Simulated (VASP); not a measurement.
Si2Mo under changes of volume

One of the cells (13.244 Å³/atom); the others are scaled copies at fixed shape and fractional positions:

```
Mo Si
1.0
     4.57668    0.00000    0.00000
    -2.28834    3.96352    0.00000
     0.00000    0.00000    6.57104
Mo Si
3 6
Direct
  0.50000 0.50000 0.83333
  0.00000 0.50000 0.16667
  0.50000 0.00000 0.50000
  0.16415 0.32830 0.50000
  0.67170 0.83585 0.16667
  0.83585 0.16415 0.83333
  0.83585 0.67170 0.50000
  0.32830 0.16415 0.16667
  0.16415 0.83585 0.83333
```

Measurements of this composition are mostly on another form, of space group No. 139.

| Property | Result |
| --- | --- |
| Program | VASP 6.6.1 |
| Functional | PBEsol |
| Potentials or basis | VASP PAW PBE potentials, release 64 (Mo_sv, Si) |
| Cutoff | 520 eV |
| k mesh | 6 × 6 × 4 |
| Occupations | gaussian, width 0.02 eV |
| Spin | no spin polarisation |

| volume (Å³/atom) | energy over the lowest point (meV/atom) | pressure (GPa) | gap on the mesh (eV) | largest force (eV/Å) |
| --- | --- | --- | --- | --- |
| 12.714 | 15.95 | 9.9 | 0.01 | 0.017 |
| 12.979 | 3.89 | 4.7 | 0.02 | 0.008 |
| 13.244 | 0.00 | 0.0 | 0.04 | 0.001 |
| 13.509 | 3.46 | -4.2 | 0.04 | 0.010 |
| 13.774 | ? | ? | ? | ? |

Problem. What does the run at 13.774 Å³/atom give?

Solution. Energy over the lowest point 13.50 meV/atom; pressure -8.0 GPa; gap on the mesh 0.05 eV; largest force 0.018 eV/Å.

Worked out: A Birch-Murnaghan fit of order 2 (a polynomial in V^(-2/3)) to the other rows has its minimum at 13.25 Å³/atom with B0 = V·E''(V) = 222 GPa at fixed shape and positions, which overstates the stiffness. It gives 13.60 meV/atom at 13.774 Å³/atom, against the run's 13.50, and -dE/dV = -8.0 GPa, against -8.0.

Energies are extrapolated to zero smearing.

Caveats: the PAW data sets were made with another functional, which shifts forces and pressure a little.

A mesh can miss the band edges. Spin-orbit coupling on Mo is left out.
